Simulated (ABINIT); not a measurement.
A calculation with ABINIT 10.8.3 (patched build) of Si (ASE script, structure typed inline):

File run.py:

```python
import json, os
import numpy as np
from ase.units import GPa
from ase.calculators.abinit import Abinit, AbinitProfile
from ase import Atoms

atoms = Atoms(['Si'],
              cell=[[-1.63224671, 1.68876785, 1.16666691], [1.73080285, -1.69329951, 1.29369204], [1.62460171, 1.68565451, -1.17225083]],
              scaled_positions=[[0.0, 0.0, 0.0]],
              pbc=True)

profile = AbinitProfile(command='abinit', pp_paths=[os.path.abspath('pseudos')])
params = dict(
    pps='pawxml', xc='PBE',
    chksymtnons=0,
    tolsym=1e-06,
    ecut=408.1708,
    pawecutdg=816.3416,
    pawxcdev=0,
    kptopt=1,
    ngkpt=[13, 13, 11],
    nshiftk=1,
    shiftk=[0.0, 0.0, 0.0],
    ixc=11,
    nband=6,
    occopt=3,
    tsmear=0.05,
    nstep=100,
    tolvrs=1e-09,
    prtwf=0,
    prtden=0,
)

atoms.calc = Abinit(profile=profile, directory='run', **params)
energy = atoms.get_potential_energy()
forces = atoms.get_forces()
stress = atoms.get_stress()
print(f'energy {energy:.6f} eV')
print('forces (eV/A)')
print(np.round(forces, 5))
print('stress (GPa, Voigt, tension positive)', np.round(stress / GPa, 4))
json.dump(dict(energy=energy, forces=forces.tolist(), stress=stress.tolist(), cell=atoms.cell.tolist(), frac=atoms.get_scaled_positions(wrap=False).tolist()), open('results.json', 'w'))
```

Potentials or basis: JTH PAW PBE v2.0.

The run is started by

```bash
$ python run.py
```

This isn't the form of Si at room conditions, which is diamond.

Task: Write the same calculation in another form: native input, structure typed inline.

Result: As run:

The input run.abi:

```
pp_dirpath "./"
pseudos "Si.GGA_PBE-JTH.xml"

acell 4.9557244716 5.1878337206 4.9476674467
rprim
    -0.6224113684     0.6439641152     0.4448756082
     0.6304641857    -0.6168031770     0.4712417122
     0.6205049807     0.6438236601    -0.4477328038
ntypat 1
znucl 14
natom 1
typat 1
xred
     0.0000000000     0.0000000000     0.0000000000
chkprim 0
chksymtnons 0
tolsym 1.0e-6

ecut 408.170794 eV
pawecutdg 30.0
pawxcdev 0

kptopt 1
ngkpt 13 13 11
nshiftk 1
shiftk 0.0 0.0 0.0

ixc 11

nband 6
occopt 3
tsmear 0.00183747

nstep 100
tolvrs 1.0e-9

iomode 3
prtwf 0
prtden 0
prteig 0
prtebands 0
```

Potentials or basis: JTH PAW PBE v2.0.

Command:

```console
$ abinit run.abi > log 2>&1
```

Both were run:

|  | ASE script, structure typed inline | native input, structure typed inline |
| --- | --- | --- |
| Pressure | 6.1 GPa | 6.1 GPa |
| Band gap on the k mesh | none (metal or under the smearing width) | none (metal or under the smearing width) |
| Valence electrons inside the program's atomic spheres | Si 1.51 (radii [1.0104] Å) | Si 1.51 (radii [1.0104] Å) |

Keys that steer only the numerical path or the files written may differ.
